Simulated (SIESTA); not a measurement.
Ta:

```
Ta
1.0
    -1.65128    1.65128    1.65128
     1.65128   -1.65128    1.65128
     1.65128    1.65128   -1.65128
Ta
1
Direct
  0.00000 0.00000 0.00000
```

Base run:

- Program: SIESTA 5.4.2
- Functional: PBEsol
- Potentials or basis: PseudoDojo 0.4 standard (PBEsol files)
- Basis: SZP (energy shift 0.003 Ry)
- Grid cutoff: 800 Ry
- Energy shift: 0.003 Ry
- k mesh: 11 × 11 × 11
- Occupations: fermi-dirac, width 0.05 eV
- Spin: no spin polarisation

Its results: band gap on the k mesh none (metal or under the smearing width); pressure -3.2 GPa.

Q: The run is repeated on the same cell with these changes: basis from SZP (energy shift 0.003 Ry) to SZ (energy shift 0.003 Ry). What comes out?

A: Band gap on the k mesh none (metal or under the smearing width); pressure -22.2 GPa.

Caveats: short orbitals over semicore shells can move pressures by several GPa; spin-orbit coupling is left out, which moves the levels of the heavy elements; the basis of atomic orbitals isn't converged, which shifts pressures, moduli and gaps; the basis has no polarisation orbitals (some runs).
